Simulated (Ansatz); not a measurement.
# ZnCu2SnS4 (I-4) in Ansatz: a run that goes wrong, beside a sound one

Two runs on ZnCu2SnS4: the first has a flaw, the second is sound.

Everything below comes from runs of Ansatz 0.2.0. Logs are shortened: lines on timing, memory, paths and dates and some standing lists are left out, and cuts for length are marked.

## (1) The structure

Symmetry: I-4, No. 82, tetragonal system. The conventional cell has a = 5.434 Å, b = 5.434 Å, c = 10.850 Å, α = 90.00°, β = 90.00°, γ = 90.00°. Around Sn (site symmetry -4) lie 4 S at 2.41 Å. Zn (site symmetry -4) is surrounded by 4 S at 2.33 Å. Cu (site symmetry -4) is surrounded by 4 S at 2.33 Å. Around Cu (site symmetry -4) lie 4 S at 2.33 Å. S (site symmetry 1) is surrounded by 1 Zn at 2.33 Å and 2 Cu at 2.33 Å and 1 Sn at 2.41 Å.

## (2) A run with an altered input

input.yaml reads:

```yaml
crystal:
  lattice:
    - [-2.7171, 2.7171, 5.4248]
    - [2.7171, -2.7171, 5.4248]
    - [2.7171, 2.7171, -5.4248]
  atoms:
    - { symbol: Sn, position: [0.5, 0.5, 0.0] }
    - { symbol: Zn, position: [0.25, 0.75, 0.5] }
    - { symbol: Cu, position: [0.75, 0.25, 0.5] }
    - { symbol: Cu, position: [0.0, 0.0, 0.0] }
    - { symbol: S, position: [0.62799, 0.62839, 0.5128] }
    - { symbol: S, position: [0.88481, 0.37201, 0.0004] }
    - { symbol: S, position: [0.11559, 0.11519, 0.4872] }
    - { symbol: S, position: [0.37161, 0.88441, 0.9996] }
hamiltonian:
  xc: lda
  pseudopotentials: { kind: paw }
kpoints:
  mp_grid: { grid: [7, 7, 7] }
  band_path:
    path:
      - [[0.0, 0.0, 0.0], [0.0, 0.0, 0.5], [-0.125433571, 0.125433571, 0.5], [-0.3127167855, 0.3127167855, 0.3127167855], [0.0, 0.0, 0.0], [0.5, 0.5, -0.5], [0.3127167855, 0.6872832145, -0.3127167855], [0.0, 0.5, 0.0], [0.25, 0.25, 0.25], [0.5, 0.5, -0.125433571], [0.5, 0.5, -0.5]]
      - [[0.0, 0.0, 0.5], [0.25, 0.25, 0.25]]
    npoints: 10
scf:
  occupations: { method: fermi_dirac, width: 0.05 }
  n_extra_bands: 20
  max_iter: 100
output:
  forces: true
  stress: true
  eigenvalues: true
  fatbands: false
basis:
  ecutwfc: "30 meV"
```

Potentials or basis: Ansatz PAW.

On the command line:

```
$ ansatz run input.yaml --threads 4 --pin off --max-ram 11264MiB --backend cpu --events-out ev --progress --plain --runs-dir out
```

The log of the run:

```text
Error: inconsistent input (scf.n_extra_bands, basis.ecutwfc, kpoints): n_bands = 64 exceeds the smallest per-k basis n_pw = 0 (k-point 1, counted from 0 among those solved) — raise basis.ecutwfc
```

Wall time 0.09 s (4 threads of Arm Neoverse V2, shared host); peak memory 0.11 GiB.

The input was rejected before any iteration. The input was made wrong on purpose: a cutoff in the wrong unit (basis.ecutwfc = 30 meV).

## (3) Band structure, LDA

Changes to input.yaml since step 2:

```diff
@@ -27,3 +27,2 @@
   n_extra_bands: 20
-  max_iter: 100
 output:
@@ -32,4 +31,2 @@
   eigenvalues: true
-  fatbands: false
-basis:
-  ecutwfc: "30 meV"
+  fatbands: true
```

Potentials or basis: Ansatz PAW.

On the command line:

```
$ ansatz run input.yaml --threads 4 --pin off --max-ram 11264MiB --backend cpu --events-out ev --progress --plain --runs-dir out
```

Run time: 53 s. Hardware: 4 threads of Arm Neoverse V2, shared host; peak memory 0.94 GiB.

It converged, with:

| Quantity | Value |
| --- | --- |
| Free energy | -25719.0051 eV |
| Pressure | -4.1 GPa |
| Largest force | 0.685 eV/Å |
| Band gap on the k mesh | 0.18 eV, direct |
| Band gap along the path | 0.18 eV, direct |

Forces on the atoms (eV/Å):
```
Sn   0.000  0.000  0.000
Zn   0.000  0.000  0.000
Cu   0.000  0.000  0.000
Cu   0.000  0.000  0.000
S    0.187  0.615 -0.235
S   -0.615  0.187  0.235
S   -0.187 -0.615 -0.235
S    0.615 -0.187  0.235
```

Stress tensor (GPa, compression positive):
```
-4.05  0.00  0.00
 0.00 -4.05  0.00
 0.00  0.00 -4.15
```

Levels at the corners of the path, in eV from the valence-band top:
| point | band 42 | band 43 | band 44 | band 45 | band 46 | band 47 |
| --- | --- | --- | --- | --- | --- | --- |
| Γ | -0.08 | -0.08 | 0.00 | 0.18 | 1.94 | 2.80 |
| X | -0.68 | -0.49 | -0.42 | 0.75 | 2.20 | 3.08 |
| Y | -0.73 | -0.66 | -0.60 | 0.98 | 2.41 | 3.50 |
| S | -1.09 | -0.68 | -0.55 | 1.64 | 2.40 | 3.08 |
| Γ | -0.08 | -0.08 | 0.00 | 0.18 | 1.94 | 2.80 |
| Z | -1.09 | -0.85 | -0.85 | 1.45 | 1.97 | 1.97 |
| S1 | -1.09 | -0.68 | -0.55 | 1.64 | 2.40 | 3.08 |
| N | -1.10 | -1.04 | -0.50 | 1.72 | 3.10 | 3.23 |
| P | -0.76 | -0.59 | -0.54 | 1.02 | 2.77 | 2.95 |
| Y1 | -0.73 | -0.66 | -0.60 | 0.98 | 2.41 | 3.50 |
| Z | -1.09 | -0.85 | -0.85 | 1.45 | 1.97 | 1.97 |
| X | -0.68 | -0.49 | -0.42 | 0.75 | 2.20 | 3.08 |
| P | -0.76 | -0.59 | -0.54 | 1.02 | 2.77 | 2.95 |

Caveat: spin-orbit coupling is left out, which moves the levels of the heavy elements; the PAW data sets come from PBE, with cores solved anew for the run's functional, which leaves a small shift of forces and pressure.
